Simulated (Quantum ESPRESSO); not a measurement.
# SnO2 (Cassiterite): Wannier functions under several settings

```
Sn O
1.0
     4.73800    0.00000    0.00000
     0.00000    4.73800    0.00000
     0.00000    0.00000    3.18650
Sn O
2 4
Cartesian
  2.3690 2.3690 1.5933
  0.0000 0.0000 0.0000
  3.8240 0.9140 1.5933
  3.2830 3.2830 0.0000
  0.9140 3.8240 1.5933
  1.4550 1.4550 0.0000
```

All runs used Quantum ESPRESSO 7.5; potentials PseudoDojo 0.4.1 SR PBEsol standard; k mesh 5 × 5 × 7; given cell; no spin polarisation; cutoff 1143 eV; occupations fermi-dirac, width 0.05 eV.

```csv
level,start,Wannier mesh,functions,spread a function (Å²),RMS miss of the bands (meV)
PBEsol,atomic projections with disentanglement,2 × 2 × 3,34,0.57,14
PBEsol,"atomic projections with disentanglement, not minimised",2 × 2 × 3,34,0.78,17
PBEsol,SCDM with an erfc weight,2 × 2 × 3,34,0.96,37
PBEsol,SCDM on the occupied bands,2 × 2 × 3,?,?,?
```

What stands in the row left open?

Functions 26; spread a function 0.57 Å²; RMS miss of the bands 43 meV.

Caveats: the Wannier minimisation didn't converge (some runs).

For the row left open. Caveat: the Wannier minimisation didn't converge.
